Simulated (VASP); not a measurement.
# CoSi (P2_13) in VASP: settings compared

Aim: see how the results for CoSi move with the level of theory and the settings. Levels: PBE, LDA. Tasks: phonons, band structure.

Everything below comes from runs of VASP 6.6.1. Logs are shortened: lines on timing, memory, paths and dates and some standing lists are left out, and cuts for length are marked.

### Step 1. The structure

Symmetry: P2_13, No. 198, cubic system. Conventional cell: a = 4.429 Å, b = 4.429 Å, c = 4.429 Å, α = 90.00°, β = 90.00°, γ = 90.00°. Co (site symmetry 3) is surrounded by 7 Si at 2.32 to 2.43 Å. Around Si (site symmetry 3) lie 7 Co at 2.32 to 2.43 Å.

### Step 2. Phonons, PBE

Contents of POSCAR:

```
CoSi
1.0
    4.4294053314      0.0000000000      0.0000000000
    0.0000000000      4.4294053314      0.0000000000
    0.0000000000      0.0000000000      4.4294053314
  Co              Si
     4     4
Direct
     0.1451145232526230    0.1451145232526230    0.1451145232526230
     0.3548854767473770    0.8548854767473770    0.6451145232526230
     0.6451145232526230    0.3548854767473770    0.8548854767473770
     0.8548854767473770    0.6451145232526230    0.3548854767473770
     0.8432104053820311    0.8432104053820311    0.8432104053820311
     0.6567895946179689    0.1567895946179689    0.3432104053820311
     0.3432104053820311    0.6567895946179689    0.1567895946179689
     0.1567895946179689    0.3432104053820311    0.6567895946179689
```

Contents of INCAR.step1:

```
ALGO = Fast
EDIFF = 1E-8
EDIFFG = -0.002
ENCUT = 600
GGA = PE
IBRION = 2
ISIF = 3
ISMEAR = 1
KPAR = 4
LASPH = True
LCHARG = False
LREAL = False
LWAVE = False
NELM = 80
NSW = 40
PREC = Accurate
SIGMA = 0.1
```

Contents of INCAR.step2:

```
ALGO = Fast
EDIFF = 1E-8
ENCUT = 600
GGA = PE
IBRION = 6
ISIF = 2
ISMEAR = 1
KPAR = 4
LASPH = True
LCHARG = False
LREAL = False
LWAVE = False
NELM = 80
NFREE = 2
NSW = 1
POTIM = 0.015
PREC = Accurate
SIGMA = 0.1
```

Contents of KPOINTS:

```
k-points
0
Gamma
  8 8 8
```

Potentials or basis: VASP PAW PBE potentials, release 64 (Co, Si).

The run is started by

```sh
cat potpaw_PBE.64/Co/POTCAR potpaw_PBE.64/Si/POTCAR > POTCAR
cp INCAR.step1 INCAR
mpirun -np 4 vasp_std > vasp.out
cp CONTCAR POSCAR
cp INCAR.step2 INCAR
mpirun -np 4 vasp_std > vasp.out
```

OUTCAR:

```text
EDIFF = 1E-8
   ENCUT = 600
   GGA = PE
   IBRION = 6
   ISIF = 2
   ISMEAR = 1
   LASPH = True
   LREAL = False
   NELM = 80
   NFREE = 2
   NSW = 1
   POTIM = 0.015
   PREC = Accurate

 ion  position               nearest neighbor table
   1  0.145  0.145  0.145-   5 2.32   6 2.33   7 2.33   8 2.33   6 2.43   7 2.43   8 2.43   3 2.72
                             4 2.72   2 2.72   2 2.72   4 2.72   3 2.72
   2  0.355  0.855  0.645-   6 2.32   5 2.33   7 2.33   8 2.33   5 2.43   8 2.43   7 2.43   1 2.72
                             1 2.72   3 2.72   3 2.72   4 2.72   4 2.72
   3  0.645  0.355  0.855-   7 2.32   6 2.33   5 2.33   8 2.33   8 2.43   6 2.43   5 2.43   1 2.72
                             4 2.72   2 2.72   2 2.72   4 2.72   1 2.72
   4  0.855  0.645  0.355-   8 2.32   6 2.33   7 2.33   5 2.33   7 2.43   5 2.43   6 2.43   1 2.72
                             3 2.72   2 2.72   1 2.72   2 2.72   3 2.72
   5  0.843  0.843  0.843-   1 2.32   2 2.33   3 2.33   4 2.33   2 2.43   3 2.43   4 2.43   6 2.74
                             7 2.74   8 2.74   6 2.74   8 2.74   7 2.74
   6  0.657  0.157  0.343-   2 2.32   1 2.33   3 2.33   4 2.33   1 2.43   4 2.43   3 2.43   8 2.74
                             5 2.74   5 2.74   7 2.74   7 2.74   8 2.74
   7  0.343  0.657  0.157-   3 2.32   2 2.33   1 2.33   4 2.33   4 2.43   2 2.43   1 2.43   8 2.74
                             5 2.74   8 2.74   6 2.74   6 2.74   5 2.74
   8  0.157  0.343  0.657-   4 2.32   2 2.33   3 2.33   1 2.33   3 2.43   1 2.43   2 2.43   7 2.74
                             5 2.74   7 2.74   5 2.74   6 2.74   6 2.74

  LATTYP: Found a simple cubic cell.
 ALAT       =     4.4294053314

  Lattice vectors:

 A1 = (   4.4294053314,   0.0000000000,   0.0000000000)
 A2 = (   0.0000000000,   4.4294053314,   0.0000000000)
 A3 = (   0.0000000000,   0.0000000000,   4.4294053314)

Analysis of symmetry for initial positions (statically):
=====================================================================
 Subroutine PRICEL returns:
 Original cell was already a primitive cell.

 Routine SETGRP: Setting up the symmetry group for a
 simple cubic supercell.

 Subroutine GETGRP returns: Found 12 space group operations
 (whereof  3 operations were pure point group operations)
 out of a pool of 48 trial point group operations.

The static configuration has the point symmetry C_3 .
 The point group associated with its full space group is T   .

Analysis of symmetry for dynamics (positions and initial velocities):
[... 353 lines left out ...]

 E-fermi :  12.1077     XC(G=0): -12.8718

 val. band max:       12.1074662972   @ k =  -0.1250  -0.1250   0.1250
 cond. band min:      12.1123713167   @ k =   0.0000   0.0000   0.0000
 fundamental gap:      0.0049050195
 Fermi energy:        12.1077319058

 k-point     1 :       0.0000    0.0000    0.0000
  band No.  band energies     occupation
      1      -1.5567      2.00000
      2       3.9244      2.00000
      3       3.9418      2.00000
      4       3.9559      2.00000
      5       6.6295      2.00000
      6       6.6389      2.00000
[... 805 lines left out ...]
     30      14.1117      0.00000
     31      14.9641      0.00000

 [... further k-points ...]

------------------------ aborting loop because EDIFF is reached ----------------------------------------

  FORCE on cell =-STRESS in cart. coord.  units (eV):
  Direction    XX          YY          ZZ          XY          YZ          ZX
  --------------------------------------------------------------------------------------
  -------------------------------------------------------------------------------------
  Total        0.0492630      0.0200960      0.0061571     -0.0120770     -0.0243790      0.0079784
  in kB        0.9082293      0.3704961      0.1135143     -0.2226555     -0.4494596      0.1470927
  external PRESSURE =       0.4640799 kB  Pullay stress =       0.0000000 kB
[... 23 lines left out ...]
  FREE ENERGIE OF THE ION-ELECTRON SYSTEM (eV)
  ---------------------------------------------------
  free  energy   TOTEN  =       -54.7456479796 eV

  energy  without entropy=      -54.7485063585  energy(sigma->0) =      -54.74660077

 INTERNAL STRAIN TENSORS FROM DISPLACED ATOMS
 ============================================

 INTERNAL STRAIN TENSOR FOR ION    1 for displacements in x,y,z  (eV/Angst):
          X           Y           Z          XY          YZ          ZX
  --------------------------------------------------------------------------------
  x    -2.52809    -0.98074    -0.23128    -1.30001    -1.64220     2.22480
  y    -0.23128    -2.52809    -0.98074     2.22480    -1.30001    -1.64220
  z    -0.98074    -0.23128    -2.52809    -1.64220     2.22480    -1.30001

 INTERNAL STRAIN TENSOR FOR ION    8 for displacements in x,y,z  (eV/Angst):
          X           Y           Z          XY          YZ          ZX
  --------------------------------------------------------------------------------
  x     2.11390     0.41993    -0.48640     0.83199     1.64337     0.48581
  y     0.48640    -2.11390    -0.41993     0.48581    -0.83199     1.64337
  z     0.41993    -0.48640     2.11390     1.64337    -0.48581    -0.83199

 Eigenvectors and eigenvalues of the dynamical matrix
 ----------------------------------------------------

   1 f  =   12.698267 THz    79.785563 2PiTHz  423.568584 cm-1    52.515788 meV
             X         Y         Z           dx          dy          dz
      0.642771  0.642771  0.642771    -0.122359   -0.166090   -0.084008
      1.571932  3.786634  2.857474    -0.160803   -0.025950   -0.063168
      2.857474  1.571932  3.786634     0.042036   -0.187072   -0.007524
      3.786634  2.857474  1.571932     0.080480   -0.046931   -0.139651
      3.734921  3.734921  3.734921     0.457266    0.409747    0.406460
      2.909187  0.694485  1.520218     0.178117    0.051142   -0.193291
      1.520218  2.909187  0.694485    -0.340927    0.257398    0.210748
      0.694485  1.520218  2.909187    -0.061778   -0.101207    0.002421
[... 243 lines left out ...]
  24 f/i=    0.000439 THz     0.002759 2PiTHz    0.014648 cm-1     0.001816 meV
             X         Y         Z           dx          dy          dz
      0.642771  0.642771  0.642771     0.332617    0.241228   -0.021876
      1.571932  3.786634  2.857474     0.332618    0.241227   -0.021866
      2.857474  1.571932  3.786634     0.332630    0.241217   -0.021858
      3.786634  2.857474  1.571932     0.332630    0.241216   -0.021883
      3.734921  3.734921  3.734921     0.229641    0.166532   -0.015096
      2.909187  0.694485  1.520218     0.229641    0.166533   -0.015102
      1.520218  2.909187  0.694485     0.229634    0.166537   -0.015106
      0.694485  1.520218  2.909187     0.229634    0.166538   -0.015093

 ELASTIC MODULI CONTR FROM IONIC RELAXATION (kBar)
 Direction    XX          YY          ZZ          XY          YZ          ZX
 --------------------------------------------------------------------------------
 XX         -91.3265    -37.6678    -37.6678      0.0000     -0.0000     -0.0000
 YY         -37.6678    -91.3265    -37.6678     -0.0000      0.0000     -0.0000
 ZZ         -37.6678    -37.6678    -91.3265      0.0000     -0.0000     -0.0000
 XY           0.0000     -0.0000      0.0000    -70.5634      0.0000      0.0000
 YZ          -0.0000      0.0000     -0.0000      0.0000    -70.5634      0.0000
 ZX          -0.0000     -0.0000     -0.0000      0.0000      0.0000    -70.5634
 --------------------------------------------------------------------------------
```

OUTCAR.step1:

```text
EDIFF = 1E-8
   EDIFFG = -0.002
   ENCUT = 600
   GGA = PE
   IBRION = 2
   ISIF = 3
   ISMEAR = 1
   LASPH = True
   LREAL = False
[... 1074 lines left out ...]
      1.52022      2.90919      0.69448         0.000243     -0.000243     -0.000243
      0.69448      1.52022      2.90919        -0.000243      0.000243     -0.000243
 -----------------------------------------------------------------------------------
    total drift:                               -0.000000      0.000000      0.000000

  FREE ENERGIE OF THE ION-ELECTRON SYSTEM (eV)
  ---------------------------------------------------
  free  energy   TOTEN  =       -54.7469182815 eV

  energy  without entropy=      -54.7497908096  energy(sigma->0) =      -54.74787579

 reached required accuracy - stopping structural energy minimisation
```

Wall time 20 min (4 MPI ranks of Intel Xeon Platinum 8488C (Sapphire Rapids), shared host); peak memory 1.1 GiB.

Results:

* Highest phonon frequency at Γ, LO-TO splitting left out: 424 cm⁻¹

Phonon frequencies in cm⁻¹ (negative: imaginary):
| q point | frequencies |
| --- | --- |
| (0.000, 0.000, 0.000) | 0 0 0 188 210 210 228 228 228 246 246 246 310 310 310 313 313 351 351 351 363 424 424 424 |

Spin polarisation is off, so any magnetic state and its effect on volume and gap are missing.

### Step 3. Band structure, PBE

This run uses another cell than the first one, of 10.55 Å³/atom, 0.971 times its volume.

Contents of INCAR:

```
PREC = Accurate ; ENCUT = 520
EDIFF = 1E-6 ; ISMEAR = 1
SIGMA = 0.1 ; LREAL = False
LASPH = True ; NELM = 80
ALGO = Fast ; ISIF = 2
LWAVE = False ; LCHARG = False
LMAXMIX = 4 ; GGA = PE
NBANDS = 36 ; KPAR = 4
```

Contents of KPOINTS:

```
regular mesh
0
Gamma
  8 8 8
```

Contents of POSCAR:

```
CoSi                                    
1.0
    4.3865828305      0.0000000000      0.0000000000
    0.0000000000      4.3865828305      0.0000000000
    0.0000000000      0.0000000000      4.3865828305
  Co              Si            
     4     4
Direct
     0.1457490871223968    0.1457490871223968    0.1457490871223968
     0.3542509128776032    0.8542509128776032    0.6457490871223968
     0.6457490871223968    0.3542509128776032    0.8542509128776032
     0.8542509128776032    0.6457490871223968    0.3542509128776032
     0.8433334726077035    0.8433334726077035    0.8433334726077035
     0.6566665273922965    0.1566665273922965    0.3433334726077035
     0.3433334726077035    0.6566665273922965    0.1566665273922965
     0.1566665273922965    0.3433334726077035    0.6566665273922965
```

Contents of KPOINTS_OPT:

```
explicit points
128
Reciprocal
 0.0000000000  0.0000000000  0.0000000000 1
 0.0000000000  0.0555555556  0.0000000000 1
 0.0000000000  0.1111111111  0.0000000000 1
 0.0000000000  0.1666666667  0.0000000000 1
 0.0000000000  0.2222222222  0.0000000000 1
 0.0000000000  0.2777777778  0.0000000000 1
[... 120 lines left out ...]
 0.0174807700  0.4825192300  0.0000000000 1
-0.0174807700  0.5174807700  0.0000000000 1
```

Potentials or basis: VASP PAW PBE potentials, release 64 (Co, Si).

The run is started by

```sh
cat potpaw_PBE.64/Co/POTCAR potpaw_PBE.64/Si/POTCAR > POTCAR
mpirun -np 4 vasp_std > vasp.out
```

OUTCAR:

```text
PREC = Accurate
   ENCUT = 520
   EDIFF = 1E-6
   ISMEAR = 1
   LREAL = False
   LASPH = True
   NELM = 80
   ISIF = 2
   GGA = PE

 ion  position               nearest neighbor table
   1  0.146  0.146  0.146-   5 2.30   6 2.31   7 2.31   8 2.31   7 2.40   8 2.40   6 2.40   2 2.70
                             3 2.70   2 2.70   3 2.70   4 2.70   4 2.70
   2  0.354  0.854  0.646-   6 2.30   5 2.31   7 2.31   8 2.31   7 2.40   8 2.40   5 2.40   1 2.70
[... 1165 lines left out ...]
  Total        3.6107338      3.6107338      3.6107338      0.0000000     -0.0000000      0.0000000
  in kB       68.5373091     68.5373091     68.5373091      0.0000000     -0.0000000      0.0000000
  external PRESSURE =      68.5373091 kB  Pullay stress =       0.0000000 kB

 VOLUME and BASIS-vectors are now :
 -----------------------------------------------------------------------------
  energy-cutoff  :      520.00
  volume of cell :       84.41
      direct lattice vectors                 reciprocal lattice vectors
     4.386582831  0.000000000  0.000000000     0.227967883  0.000000000  0.000000000
     0.000000000  4.386582831  0.000000000     0.000000000  0.227967883  0.000000000
     0.000000000  0.000000000  4.386582831     0.000000000  0.000000000  0.227967883

 POSITION                                       TOTAL-FORCE (eV/Angst)
 -----------------------------------------------------------------------------------
      0.63934      0.63934      0.63934         0.013245      0.013245      0.013245
      1.55395      3.74724      2.83263        -0.013245     -0.013245      0.013245
      2.83263      1.55395      3.74724         0.013245     -0.013245     -0.013245
      3.74724      2.83263      1.55395        -0.013245      0.013245     -0.013245
      3.69935      3.69935      3.69935         0.016066      0.016066      0.016066
      2.88052      0.68723      1.50606        -0.016066     -0.016066      0.016066
      1.50606      2.88052      0.68723         0.016066     -0.016066     -0.016066
      0.68723      1.50606      2.88052        -0.016066      0.016066     -0.016066
 -----------------------------------------------------------------------------------
    total drift:                                0.000000      0.000000      0.000000

  FREE ENERGIE OF THE ION-ELECTRON SYSTEM (eV)
  ---------------------------------------------------
  free  energy   TOTEN  =       -54.6942416794 eV

  energy  without entropy=      -54.6966709111  energy(sigma->0) =      -54.69505142
```

Run time: 71 s. Hardware: 4 MPI ranks of AMD EPYC 9R45 (Zen 5), shared host; peak memory 0.31 GiB.

Results:

* Free energy: -54.6942 eV
* Pressure: 6.9 GPa
* Largest force: 0.028 eV/Å
* Band gap along the path: none (metal or under the smearing width)

Forces on the atoms (eV/Å):
```
Co   0.013  0.013  0.013
Co  -0.013 -0.013  0.013
Co   0.013 -0.013 -0.013
Co  -0.013  0.013 -0.013
Si   0.016  0.016  0.016
Si  -0.016 -0.016  0.016
Si   0.016 -0.016 -0.016
Si  -0.016  0.016 -0.016
```

Levels at the corners of the path, in eV from the Fermi level:
| point | band 22 | band 23 | band 24 | band 25 | band 26 | band 27 | band 28 | band 29 | band 30 | band 31 |
| --- | --- | --- | --- | --- | --- | --- | --- | --- | --- | --- |
| Γ | -0.94 | -0.80 | -0.80 | 0.01 | 0.01 | 0.01 | 2.64 | 2.64 | 2.64 | 3.01 |
| X | -1.07 | -0.66 | -0.66 | -0.49 | -0.49 | 1.05 | 1.05 | 1.60 | 1.60 | 4.40 |
| X | -1.07 | -0.66 | -0.66 | -0.49 | -0.49 | 1.05 | 1.05 | 1.60 | 1.60 | 4.40 |
| M | -1.53 | -1.03 | -1.03 | -0.03 | -0.03 | 0.63 | 0.63 | 2.13 | 2.13 | 2.63 |
| M | -1.53 | -1.03 | -1.03 | -0.03 | -0.03 | 0.63 | 0.63 | 2.13 | 2.13 | 2.63 |
| Γ | -0.94 | -0.80 | -0.80 | 0.01 | 0.01 | 0.01 | 2.64 | 2.64 | 2.64 | 3.01 |
| Γ | -0.94 | -0.80 | -0.80 | 0.01 | 0.01 | 0.01 | 2.64 | 2.64 | 2.64 | 3.01 |
| R | -1.26 | -1.26 | -1.26 | -0.22 | -0.22 | -0.22 | -0.22 | 5.63 | 5.63 | 5.63 |
| R | -1.26 | -1.26 | -1.26 | -0.22 | -0.22 | -0.22 | -0.22 | 5.63 | 5.63 | 5.63 |
| X | -1.07 | -0.66 | -0.66 | -0.49 | -0.49 | 1.05 | 1.05 | 1.60 | 1.60 | 4.40 |
| M | -1.53 | -1.03 | -1.03 | -0.03 | -0.03 | 0.63 | 0.63 | 2.13 | 2.13 | 2.63 |
| R | -1.26 | -1.26 | -1.26 | -0.22 | -0.22 | -0.22 | -0.22 | 5.63 | 5.63 | 5.63 |

Spin polarisation is off, so any magnetic state and its effect on volume and gap are missing.

(Continued in part 2 of 2.)
